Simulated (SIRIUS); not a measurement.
Crystal: Sb.

```
Sb
1.0
     2.15420    1.24373    3.75800
    -2.15420    1.24373    3.75800
     0.00000   -2.48746    3.75800
Sb
2
Direct
  0.76651 0.76651 0.76651
  0.23349 0.23349 0.23349
```

Program: SIRIUS 7.10.0. Alike in all runs: task single point; no spin polarisation; cell as given; k mesh 4 × 4 × 4; cutoff (eV) 1102; smearing fermi-dirac 0.05 eV; the mesh is coarse, so values aren't converged.

Question: Order these runs on this cell by their pressure, lowest first.
A. level BLYP; potentials or basis PseudoDojo 0.4.1 PBE standard (scalar relativistic); libxc names ["XC_GGA_X_B88", "XC_GGA_C_LYP"]
B. level PBE; potentials or basis PseudoDojo 0.5 PBE standard (scalar relativistic); libxc names ["XC_GGA_X_PBE", "XC_GGA_C_PBE"]
C. level LDA; potentials or basis PseudoDojo 0.4.1 PBE standard (scalar relativistic); libxc names ["XC_LDA_X", "XC_LDA_C_PW"]

Answer: C (-1.0 GPa), B (2.8 GPa), A (6.9 GPa).

Caveats: all runs use coarse meshes; the potentials were made for another functional, which shifts forces and pressure (some runs).
